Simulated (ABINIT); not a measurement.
Runs of ABINIT 10.8.3 (patched build) on Os. Symmetry: P6_3/mmc, No. 194, hexagonal system. The conventional cell has a = 2.734 Å, b = 2.734 Å, c = 4.320 Å, α = 90.00°, β = 90.00°, γ = 120.00°. Around Os (site symmetry -6m2) lie 12 Os at 2.68 to 2.73 Å. 

| task | level | potentials or basis | spin | k mesh | mesh quality | gap on the mesh (eV) | pressure (GPa) |
| --- | --- | --- | --- | --- | --- | --- | --- |
| band structure | PBEsol | JTH PAW PBE v2.0 | off | 11 × 11 × 6 | not flagged | none | -2.2 |
| band structure | AM05 | JTH PAW PBE v2.0 | SOC, no magnetisation | 11 × 11 × 6 | not flagged | none | -5.5 |
| band structure | LDA-VWN | JTH PAW LDA v2.0 | SOC, no magnetisation | 11 × 11 × 6 | not flagged | none | -9.0 |
| band structure | PW91 | JTH PAW PBE v2.0 | off | 11 × 11 × 6 | not flagged | none | 10.1 |
| band structure | PW91 | JTH PAW PBE v2.0 | SOC, no magnetisation | 11 × 11 × 6 | not flagged | none | (a) |
| band structure | rPW86PBE | JTH PAW PBE v2.0 | SOC, no magnetisation | 11 × 11 × 6 | not flagged | none | 26.5 |
| band structure | LDA | JTH PAW LDA v2.0 | off | 11 × 11 × 6 | not flagged | none | -8.7 |
| band structure | BP86 | JTH PAW PBE v2.0 | off | 11 × 11 × 6 | not flagged | none | 11.6 |
| single point | LDA | JTH PAW LDA v2.0 | off | 4 × 4 × 2 | coarse | none | -12.1 |
| band structure | OLYP | JTH PAW PBE v2.0 | off | 11 × 11 × 6 | not flagged | none | -3.3 |
| band structure | SOGGA | JTH PAW PBE v2.0 | SOC, no magnetisation | 11 × 11 × 6 | not flagged | none | (b) |

Alike in all rows: cell as given; cutoff (eV) 408; smearing fermi-dirac 0.05 eV.

Task: Estimate the missing entries.

Result: (a) 10.0; (b) -5.9.

Caveats: some runs use coarse meshes; the PAW data sets were made with another functional, which shifts forces and pressure a little (some runs); spin-orbit coupling is left out, which moves the levels of the heavy elements (some runs); so large a pressure means that the cell lies far from this level's equilibrium, or that cutoff or potentials fall short (some runs); the potentials were made for another functional, which shifts forces and pressure (some runs).

A k mesh can miss the band edges, and rows without SOC leave out spin-orbit coupling on Os.

A gap of «none» marks a metal or a gap under the smearing width.

Runs at the PBE level aren't shown here.
